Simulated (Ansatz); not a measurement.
# S on Zr(0001): change of the work function, part 2 of 4

How does S on the fcc site change the work function of Zr(0001) as the layer fills?

Ansatz 0.2.0; plane-wave DFT, PBE, Ansatz PAW.

So far, work function, upper face (eV): step 2 (the clean slab) 4.17.

## Step 3: The covered slab, k-mesh 4×4×1, coverage 0.111 ML

System of this step: S/Zr(0001). The cell holds 37 atoms: 36 Zr and 1 S. Its edges and angles: a = 9.690 Å, b = 9.690 Å, c = 27.885 Å, α = 90.0°, β = 90.0°, γ = 60.0°. Vacuum lies along c.

The clean slab as it ended is repeated in the plane and the adsorbate is set on one face; the cell's size fixes the coverage, and the k-mesh shrinks with it to keep the sampling density about even. Adsorbate and upper layers relax, since the dipole depends on the height.

The input, input.yaml:

```yaml
crystal:
  lattice:
    - [9.69, 0.0, 0.0]
    - [4.845, 8.3917861626, 0.0]
    - [0.0, 0.0, 27.8845739641]
  atoms:
    - { symbol: Zr, position: [0.2222222222, 0.2222222222, 0.3227591001] }
    - { symbol: Zr, position: [0.0, 0.0, 0.4150214027] }
    - { symbol: Zr, position: [0.2222222222, 0.2222222222, 0.5108544607] }
    - { symbol: Zr, position: [0.0, 0.0, 0.5983456763] }
    - { symbol: Zr, position: [0.2222222222, 0.5555555556, 0.3227591001] }
    - { symbol: Zr, position: [0.0, 0.3333333333, 0.4150214027] }
    - { symbol: Zr, position: [0.2222222222, 0.5555555556, 0.5108544607] }
    - { symbol: Zr, position: [0.0, 0.3333333333, 0.5983456763] }
    - { symbol: Zr, position: [0.2222222222, 0.8888888889, 0.3227591001] }
    - { symbol: Zr, position: [0.0, 0.6666666667, 0.4150214027] }
    - { symbol: Zr, position: [0.2222222222, 0.8888888889, 0.5108544607] }
    - { symbol: Zr, position: [0.0, 0.6666666667, 0.5983456763] }
    - { symbol: Zr, position: [0.5555555556, 0.2222222222, 0.3227591001] }
    - { symbol: Zr, position: [0.3333333333, 0.0, 0.4150214027] }
    - { symbol: Zr, position: [0.5555555556, 0.2222222222, 0.5108544607] }
    - { symbol: Zr, position: [0.3333333333, 0.0, 0.5983456763] }
    - { symbol: Zr, position: [0.5555555556, 0.5555555556, 0.3227591001] }
    - { symbol: Zr, position: [0.3333333333, 0.3333333333, 0.4150214027] }
    - { symbol: Zr, position: [0.5555555556, 0.5555555556, 0.5108544607] }
    - { symbol: Zr, position: [0.3333333333, 0.3333333333, 0.5983456763] }
    - { symbol: Zr, position: [0.5555555556, 0.8888888889, 0.3227591001] }
    - { symbol: Zr, position: [0.3333333333, 0.6666666667, 0.4150214027] }
    - { symbol: Zr, position: [0.5555555556, 0.8888888889, 0.5108544607] }
    - { symbol: Zr, position: [0.3333333333, 0.6666666667, 0.5983456763] }
    - { symbol: Zr, position: [0.8888888889, 0.2222222222, 0.3227591001] }
    - { symbol: Zr, position: [0.6666666667, 0.0, 0.4150214027] }
    - { symbol: Zr, position: [0.8888888889, 0.2222222222, 0.5108544607] }
    - { symbol: Zr, position: [0.6666666667, 0.0, 0.5983456763] }
    - { symbol: Zr, position: [0.8888888889, 0.5555555556, 0.3227591001] }
    - { symbol: Zr, position: [0.6666666667, 0.3333333333, 0.4150214027] }
    - { symbol: Zr, position: [0.8888888889, 0.5555555556, 0.5108544607] }
    - { symbol: Zr, position: [0.6666666667, 0.3333333333, 0.5983456763] }
    - { symbol: Zr, position: [0.8888888889, 0.8888888889, 0.3227591001] }
    - { symbol: Zr, position: [0.6666666667, 0.6666666667, 0.4150214027] }
    - { symbol: Zr, position: [0.8888888889, 0.8888888889, 0.5108544607] }
    - { symbol: Zr, position: [0.6666666667, 0.6666666667, 0.5983456763] }
    - { symbol: S, position: [0.1111111111, 0.1111111111, 0.6772408999] }
kpoints:
  mp_grid: { grid: [4, 4, 1] }
hamiltonian:
  xc: pbe
scf:
  occupations: { method: fermi_dirac, width: 0.1 }
  convergence: { dr2_threshold: 1.0e-08 }
efield:
  axis: 3
  dipole_correction: true
  ramp_position: 0.97
  ramp_width: 0.06
relax:
  f_tol: 0.02
  max_steps: 60
  constraints:
    - { sites: [0, 1, 4, 5, 8, 9, 12, 13, 16, 17, 20, 21, 24, 25, 28, 29, 32, 33] }
output:
  write_potential: true
  write_density: true
  volumetric_format: npy
```

Launch:

```console
$ ansatz run input.yaml --threads 4 --pin off --max-ram 16384MiB --backend cpu --events-out ev --progress --plain --runs-dir out
```

Numbers of over 12 decimals in the logs are rounded to 6 here.

The program printed:

```text
[...]
Crystal: 37 atoms, lattice volume = 2267.473 Å³
Basis set: ecut = 420 eV, 44385 PW (Γ), exchange–correlation on 144×144×384 points (8 copies of the dense FFT grid, shifted against one another)
Bands: 263, of which v1, the nominal top of the filled ones, is band 219 counted from 1 (218 counted from 0)
Symmetry: 6 space group operations
[...]
k-points: 4 of 16 (time reversal used)
[...]
SCF iter   1: F=—  HF=-151507.079543 eV  |F-HF|=—  |Δ(HF+E_count)|=         —  Δρ=4.91e-3  dr2=7.14e0  ethr=1.77e-3  p=-0.210 e·Å  D=-1.68e-2 V/Å  ΔV_dip=0.47 eV  dr2_dipole=3.94e-1  V_vac-E_F(+/−)=4.57/4.10 eV  ⟨swp⟩=10.8  Hψ=5145  notcnv=0
[...]
SCF iter  10: F=-151506.912252 eV  HF=-151506.912252 eV  |F-HF|=8.70e-9  |Δ(HF+E_count)|=   8.25e-8  Δρ=3.07e-7  dr2=6.65e-9  ethr=2.28e-12  p=-0.189 e·Å  D=-1.51e-2 V/Å  ΔV_dip=0.42 eV  dr2_dipole=2.42e-11  V_vac-E_F(+/−)=4.59/4.17 eV  ⟨swp⟩=15.8  Hψ=10906  notcnv=0
SCF 1 converged in 10 iterations: F = -151506.912252 eV  dr2 = 6.65e-9
[...]
relax step   1: F+E_penalty+E_count = -151506.91225161 eV  Δ(F+E_penalty+E_count) = +0.000e0 eV  max|allowed force component| = 2.965e0 eV/Å  Δτ_max = 0.0000 Å  (10 SCF iters, accepted)
[...]
SCF iter   9: F=-151507.590255 eV  HF=-151507.590255 eV  |F-HF|=2.27e-8  |Δ(HF+E_count)|=   1.21e-7  Δρ=4.84e-7  dr2=9.54e-9  ethr=2.28e-12  p=-0.110 e·Å  D=-8.80e-3 V/Å  ΔV_dip=0.25 eV  dr2_dipole=1.84e-11  V_vac-E_F(+/−)=4.42/4.17 eV  ⟨swp⟩=10.2  Hψ=9130  notcnv=0
SCF 2 converged in 9 iterations: F = -151507.590255 eV  dr2 = 9.54e-9
relax step   2: F+E_penalty+E_count = -151507.59025545 eV  Δ(F+E_penalty+E_count) = -6.780e-1 eV  max|allowed force component| = 1.751e0 eV/Å  Δτ_max = 0.1949 Å  (9 SCF iters, accepted)
SCF iter   1: F=—  HF=-151507.866941 eV  |F-HF|=—  |Δ(HF+E_count)|=         —  Δρ=1.80e-3  dr2=3.47e-1  ethr=8.55e-4  p=-0.110 e·Å  D=-8.80e-3 V/Å  ΔV_dip=0.25 eV  dr2_dipole=3.02e-2  V_vac-E_F(+/−)=4.42/4.18 eV  ⟨swp⟩=4.0  Hψ=2081  notcnv=0
[...]
SCF iter   9: F=-151507.823871 eV  HF=-151507.823871 eV  |F-HF|=8.38e-9  |Δ(HF+E_count)|=   4.80e-8  Δρ=3.69e-7  dr2=9.62e-9  ethr=2.28e-12  p=-0.055 e·Å  D=-4.41e-3 V/Å  ΔV_dip=0.12 eV  dr2_dipole=7.34e-10  V_vac-E_F(+/−)=4.30/4.17 eV  ⟨swp⟩=13.0  Hψ=8419  notcnv=0
SCF 3 converged in 9 iterations: F = -151507.823871 eV  dr2 = 9.62e-9
[...]
relax step   3: F+E_penalty+E_count = -151507.82387124 eV  Δ(F+E_penalty+E_count) = -2.336e-1 eV  max|allowed force component| = 3.144e-1 eV/Å  Δτ_max = 0.1948 Å  (9 SCF iters, accepted)
[...]
relax step   4: F+E_penalty+E_count = -151507.85061887 eV  Δ(F+E_penalty+E_count) = -2.675e-2 eV  max|allowed force component| = 2.936e-1 eV/Å  Δτ_max = 0.1106 Å  (9 SCF iters, accepted)
[...]
relax step   5: F+E_penalty+E_count = -151507.86593661 eV  Δ(F+E_penalty+E_count) = -1.532e-2 eV  max|allowed force component| = 4.467e-2 eV/Å  Δτ_max = 0.0342 Å  (9 SCF iters, accepted)
[...]
relax step   6: F+E_penalty+E_count = -151507.86688571 eV  Δ(F+E_penalty+E_count) = -9.491e-4 eV  max|allowed force component| = 2.639e-2 eV/Å  Δτ_max = 0.0108 Å  (8 SCF iters, accepted)
SCF iter   1: F=—  HF=-151507.867121 eV  |F-HF|=—  |Δ(HF+E_count)|=         —  Δρ=1.25e-4  dr2=2.62e-3  ethr=1.19e-5  p=-0.052 e·Å  D=-4.16e-3 V/Å  ΔV_dip=0.12 eV  dr2_dipole=1.25e-4  V_vac-E_F(+/−)=4.29/4.17 eV  ⟨swp⟩=2.0  Hψ=1352  notcnv=0
[...]
SCF iter   7: F=-151507.867097 eV  HF=-151507.867097 eV  |F-HF|=4.89e-9  |Δ(HF+E_count)|=   1.88e-8  Δρ=2.00e-7  dr2=2.25e-9  ethr=2.28e-12  p=-0.052 e·Å  D=-4.14e-3 V/Å  ΔV_dip=0.12 eV  dr2_dipole=1.01e-13  V_vac-E_F(+/−)=4.29/4.17 eV  ⟨swp⟩=11.5  Hψ=7892  notcnv=0
SCF 7 converged in 7 iterations: F = -151507.867097 eV  dr2 = 2.25e-9
relax step   7: F+E_penalty+E_count = -151507.86709710 eV  Δ(F+E_penalty+E_count) = -2.114e-4 eV  max|allowed force component| = 3.198e-3 eV/Å  Δτ_max = 0.0050 Å  (7 SCF iters, accepted)
NSCF: frozen V_eff on 4 k-points
[...]
SCF converged after 7 iterations
Free energy (F): -151507.867097 eV
[...]
Internal energy: -151505.912060 eV  (E = F + TS)
E sigma→0 (E₀):  -151506.889579 eV
Entropy (-TS):   -1.955037 eV (-52.839 meV/atom)
Fermi energy:    2.693190 eV
Dipole field:    D = -0.004144 V/Å  (p = -0.051925 e·Å, saw-weighted, corrected)
Work function:   Φ+ = 4.2899 eV   Φ− = 4.1744 eV
[...]
--- Forces (eV/Å), atoms counted from 1 ---
  atom   1  Zr     0.00939807     0.00542598     0.45775315
  atom   2  Zr     0.01469699     0.00848531    -0.36461943
  atom   3  Zr     0.00150121     0.00086672     0.00181046
  atom   4  Zr     0.00038727     0.00022359    -0.00128130
  atom   5  Zr    -0.00842184     0.00486235     0.45738195
  atom   6  Zr    -0.00000000    -0.01697062    -0.36461943
  atom   7  Zr     0.00020816    -0.00012018    -0.00252356
  atom   8  Zr    -0.00000000    -0.00044718    -0.00128130
  atom   9  Zr     0.00000000    -0.01085195     0.45775315
  atom  10  Zr     0.01092164    -0.00630561    -0.56683424
  atom  11  Zr    -0.00000000    -0.00173345     0.00181046
  atom  12  Zr    -0.00153024     0.00088348     0.00167968
  atom  13  Zr     0.00000000    -0.00972470     0.45738195
  atom  14  Zr    -0.01469699     0.00848531    -0.36461943
  atom  15  Zr    -0.00000000     0.00024036    -0.00252356
  atom  16  Zr    -0.00038727     0.00022359    -0.00128130
  atom  17  Zr     0.00842184     0.00486235     0.45738195
  atom  18  Zr    -0.02227555    -0.01286079    -0.41464464
  atom  19  Zr    -0.00020816    -0.00012018    -0.00252356
  atom  20  Zr    -0.00276957    -0.00159901    -0.00043261
  atom  21  Zr    -0.01207051     0.00696891     0.42968930
  atom  22  Zr     0.00000000     0.02572159    -0.41464464
  atom  23  Zr    -0.00076583     0.00044215     0.00241355
  atom  24  Zr     0.00000000     0.00319802    -0.00043261
  atom  25  Zr    -0.00939807     0.00542598     0.45775315
  atom  26  Zr    -0.00000000     0.01261123    -0.56683424
  atom  27  Zr    -0.00150121     0.00086672     0.00181046
  atom  28  Zr    -0.00000000    -0.00176696     0.00167968
  atom  29  Zr     0.00000000    -0.01393782     0.42968930
  atom  30  Zr     0.02227555    -0.01286079    -0.41464464
  atom  31  Zr     0.00000000    -0.00088430     0.00241355
  atom  32  Zr     0.00276957    -0.00159901    -0.00043261
  atom  33  Zr     0.01207051     0.00696891     0.42968930
  atom  34  Zr    -0.01092164    -0.00630561    -0.56683424
  atom  35  Zr     0.00076583     0.00044215     0.00241355
  atom  36  Zr     0.00153024     0.00088348     0.00167968
  atom  37  S      0.00000000     0.00000000    -0.00117576
  max |Σ_I F_I| component: 1.17e-6 eV/Å
--- Band table (eV) ---
  k-point 0: bands = [... 215 lower, 2.7668, 2.7668, 2.7816, 2.7816, 2.8084, 2.8102, 2.8236, 2.8236, ... 40 higher]
  k-point 1: bands = [... 215 lower, 2.5881, 2.6130, 2.6699, 2.7019, 2.7058, 2.7504, 2.7814, 2.8445, ... 40 higher]
  k-point 2: bands = [... 215 lower, 2.5900, 2.6167, 2.6170, 2.6821, 2.7306, 2.7354, 2.7520, 2.7565, ... 40 higher]
  k-point 3: bands = [... 215 lower, 2.5312, 2.5485, 2.6001, 2.6538, 2.6793, 2.7115, 2.7322, 2.7451, ... 40 higher]
--- Relaxed structure (7 steps of the walk, 7 accepted, 0 SCFs on fresh bases) ---
  F+E_penalty+E_count = -151507.86709710 eV   max|allowed force component| = 3.198e-3 eV/Å
  atoms:
    - { symbol: Zr, position: [0.222222, 0.222222, 0.3227591001] }
    - { symbol: Zr, position: [1.1111101403313758e-11, 1.1111101403313757e-11, 0.4150214027] }
    - { symbol: Zr, position: [0.221442, 0.221442, 0.512310] }
    - { symbol: Zr, position: [-0.00469988, -0.00469988, 0.600414] }
    - { symbol: Zr, position: [0.222222, 0.555556, 0.3227591001] }
    - { symbol: Zr, position: [1.1111112030448567e-11, 0.333333, 0.4150214027] }
    - { symbol: Zr, position: [0.220137, 0.556598, 0.510505] }
    - { symbol: Zr, position: [-0.00469988, 0.342733, 0.600414] }
    - { symbol: Zr, position: [0.222222, 0.888889, 0.3227591001] }
    - { symbol: Zr, position: [-2.2222279572048365e-11, 0.666667, 0.4150214027] }
    - { symbol: Zr, position: [0.221442, 0.890450, 0.512310] }
    - { symbol: Zr, position: [-0.00104125, 0.667187, 0.597947] }
    - { symbol: Zr, position: [0.555556, 0.222222, 0.3227591001] }
    - { symbol: Zr, position: [0.333333, 1.1111101403313757e-11, 0.4150214027] }
    - { symbol: Zr, position: [0.556598, 0.220137, 0.510505] }
    - { symbol: Zr, position: [0.342733, -0.00469988, 0.600414] }
    - { symbol: Zr, position: [0.555556, 0.555556, 0.3227591001] }
    - { symbol: Zr, position: [0.333333, 0.333333, 0.4150214027] }
    - { symbol: Zr, position: [0.556598, 0.556598, 0.510505] }
    - { symbol: Zr, position: [0.336126, 0.336126, 0.598481] }
    - { symbol: Zr, position: [0.555556, 0.888889, 0.3227591001] }
    - { symbol: Zr, position: [0.333333, 0.666667, 0.4150214027] }
    - { symbol: Zr, position: [0.556772, 0.888281, 0.509402] }
    - { symbol: Zr, position: [0.336126, 0.661081, 0.598481] }
    - { symbol: Zr, position: [0.888889, 0.222222, 0.3227591001] }
    - { symbol: Zr, position: [0.666667, -2.222223468803194e-11, 0.4150214027] }
    - { symbol: Zr, position: [0.890450, 0.221442, 0.512310] }
    - { symbol: Zr, position: [0.667187, -0.00104125, 0.597947] }
    - { symbol: Zr, position: [0.888889, 0.555556, 0.3227591001] }
    - { symbol: Zr, position: [0.666667, 0.333333, 0.4150214027] }
    - { symbol: Zr, position: [0.888281, 0.556772, 0.509402] }
    - { symbol: Zr, position: [0.661081, 0.336126, 0.598481] }
    - { symbol: Zr, position: [0.888889, 0.888889, 0.3227591001] }
    - { symbol: Zr, position: [0.666667, 0.666667, 0.4150214027] }
    - { symbol: Zr, position: [0.888281, 0.888281, 0.509402] }
    - { symbol: Zr, position: [0.667187, 0.667187, 0.597947] }
    - { symbol: S, position: [0.111111, 0.111111, 0.659369] }
```

The job ended after 15 min (4 threads of Arm Neoverse V1, shared host; peak memory 9.6 GiB; 45 min of CPU time).

Step by step:

| step | energy less that of the first step (eV) | largest force component (eV/Å) |
| --- | --- | --- |
| 1 | 0.0000 | 2.9650 |
| 2 | -0.6780 | 1.7506 |
| 3 | -0.9116 | 0.3144 |
| 4 | -0.9384 | 0.2936 |
| 5 | -0.9537 | 0.0447 |
| 6 | -0.9546 | 0.0264 |
| 7 | -0.9548 | 0.0032 |

The run keeps the 6 symmetry operations that it works with, so distortions that break them were not tested.

The atoms that moved most (Å):

| atom | dx | dy | dz | length |
| --- | --- | --- | --- | --- |
| S37 | 0.000 | 0.000 | -0.498 | 0.498 |
| Zr4 | -0.068 | -0.039 | 0.058 | 0.098 |
| Zr8 | 0.000 | 0.079 | 0.058 | 0.098 |
| Zr16 | 0.068 | -0.039 | 0.058 | 0.098 |
| Zr32 | -0.041 | 0.023 | 0.004 | 0.047 |
| Zr20 | 0.041 | 0.023 | 0.004 | 0.047 |
| Zr24 | 0.000 | -0.047 | 0.004 | 0.047 |
| Zr3 | -0.011 | -0.007 | 0.041 | 0.043 |

Final coordinates:

```cif
data_structure
_symmetry_space_group_name_H-M 'P 1'
_symmetry_Int_Tables_number 1
_cell_length_a 9.6900
_cell_length_b 9.6900
_cell_length_c 27.8846
_cell_angle_alpha 90.000
_cell_angle_beta 90.000
_cell_angle_gamma 60.000
_cell_volume 2267.47
loop_
_atom_site_label
_atom_site_type_symbol
_atom_site_fract_x
_atom_site_fract_y
_atom_site_fract_z
_atom_site_occupancy
Zr1 Zr 0.22222 0.22222 0.32276 1
Zr2 Zr 0.00000 0.00000 0.41502 1
Zr3 Zr 0.22144 0.22144 0.51231 1
Zr4 Zr 0.99530 0.99530 0.60041 1
Zr5 Zr 0.22222 0.55556 0.32276 1
Zr6 Zr 0.00000 0.33333 0.41502 1
Zr7 Zr 0.22014 0.55660 0.51051 1
Zr8 Zr 0.99530 0.34273 0.60041 1
Zr9 Zr 0.22222 0.88889 0.32276 1
Zr10 Zr 0.00000 0.66667 0.41502 1
Zr11 Zr 0.22144 0.89045 0.51231 1
Zr12 Zr 0.99896 0.66719 0.59795 1
Zr13 Zr 0.55556 0.22222 0.32276 1
Zr14 Zr 0.33333 0.00000 0.41502 1
Zr15 Zr 0.55660 0.22014 0.51051 1
Zr16 Zr 0.34273 0.99530 0.60041 1
Zr17 Zr 0.55556 0.55556 0.32276 1
Zr18 Zr 0.33333 0.33333 0.41502 1
Zr19 Zr 0.55660 0.55660 0.51051 1
Zr20 Zr 0.33613 0.33613 0.59848 1
Zr21 Zr 0.55556 0.88889 0.32276 1
Zr22 Zr 0.33333 0.66667 0.41502 1
Zr23 Zr 0.55677 0.88828 0.50940 1
Zr24 Zr 0.33613 0.66108 0.59848 1
Zr25 Zr 0.88889 0.22222 0.32276 1
Zr26 Zr 0.66667 0.00000 0.41502 1
Zr27 Zr 0.89045 0.22144 0.51231 1
Zr28 Zr 0.66719 0.99896 0.59795 1
Zr29 Zr 0.88889 0.55556 0.32276 1
Zr30 Zr 0.66667 0.33333 0.41502 1
Zr31 Zr 0.88828 0.55677 0.50940 1
Zr32 Zr 0.66108 0.33613 0.59848 1
Zr33 Zr 0.88889 0.88889 0.32276 1
Zr34 Zr 0.66667 0.66667 0.41502 1
Zr35 Zr 0.88828 0.88828 0.50940 1
Zr36 Zr 0.66719 0.66719 0.59795 1
S37 S 0.11111 0.11111 0.65937 1
```

This step gave:

```
energy at zero smearing        : -151506.8896 eV
work function, upper face      : 4.290 eV
work function, lower face      : 4.174 eV
dipole along the normal        : -0.05192 e·Å
step between the vacuum levels : 0.1155 eV
```

Running mean over 2.573 Å of the planar mean; the ramp of the sawtooth is left out. The electron's electrostatic potential energy less the Fermi level by z:

| z (Å) | electron's electrostatic potential energy less the Fermi level (eV) |
| --- | --- |
| 4 | 4.17 |
| 5 | 4.14 |
| 6 | 3.91 |
| 7 | 2.13 |
| 8 | -5.13 |
| 9 | -8.45 |
| 10 | -8.32 |
| 11 | -8.29 |
| 12 | -8.16 |
| 13 | -7.63 |
| 14 | -8.23 |
| 15 | -8.89 |
| 16 | -8.92 |
| 17 | -8.43 |
| 18 | -3.26 |
| 19 | 2.52 |
| 20 | 3.95 |
| 21 | 4.27 |
| 22 | 4.29 |
| 23 | 4.29 |
| 24 | 4.29 |

The relaxation took 7 steps and lowered the energy by 0.95 eV; the largest force on the free atoms ends at 0.0032 eV/Å.

The covered face has 4.29 eV, +0.12 eV against the clean one; the bare back face has moved by -0.01 eV, a measure of how thin the slab is.

(Part 2 of 4 ends here.)

[Logs are printed without paths, hosts, clocks, repeated set-up lines and the standing remarks that a program may print on its own settings, such as how far it seeks lower states.]

[Hosts, paths, dates, database ids (printed as entryN), source tags and the programs' standing remarks are cut or masked in the printed files.]

[Maps of the electrostatic potential energy from Ansatz leave out the sawtooth potential of an applied field or a dipole correction, so their vacuum need not be flat; planar profiles and work functions include it.]
